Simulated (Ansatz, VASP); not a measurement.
**Two plane-wave programs on BP**

```
B P
1.0
     0.00000    2.26900    2.26900
     2.26900    0.00000    2.26900
     2.26900    2.26900    0.00000
B P
1 1
Direct
  0.00000 0.00000 0.00000
  0.25000 0.25000 0.25000
```

Alike in both runs: task relaxation of cell and atoms; functional PBE; k mesh 10 × 10 × 10; occupations gaussian, width 0.02 eV; no spin polarisation.

|  | VASP | Ansatz |
| --- | --- | --- |
| version | VASP 6.6.1 | Ansatz 0.2.0 |
| potentials or method | VASP PAW PBE potentials, release 64 (B, P) | scalar-relativistic, plane waves, PAW |
| plane-wave cutoff (eV) | 600 | 420 |
| valence electrons in the cell | 8 | 8 |

```csv
,VASP,Ansatz,Ansatz less VASP
"gap on the k mesh at the Fermi level, each at its own relaxed structure (eV)",1.25,1.25,+0.006
relaxed volume (Å³/atom),11.75,11.76,+0.016
relaxed cell length with the largest relative difference (Å),3.215,3.216,+0.0015
```

A k mesh can miss the band edges. PBE gaps usually lie below the measured ones, often by a third to a half. Zero-point motion and thermal expansion aren't in these numbers.
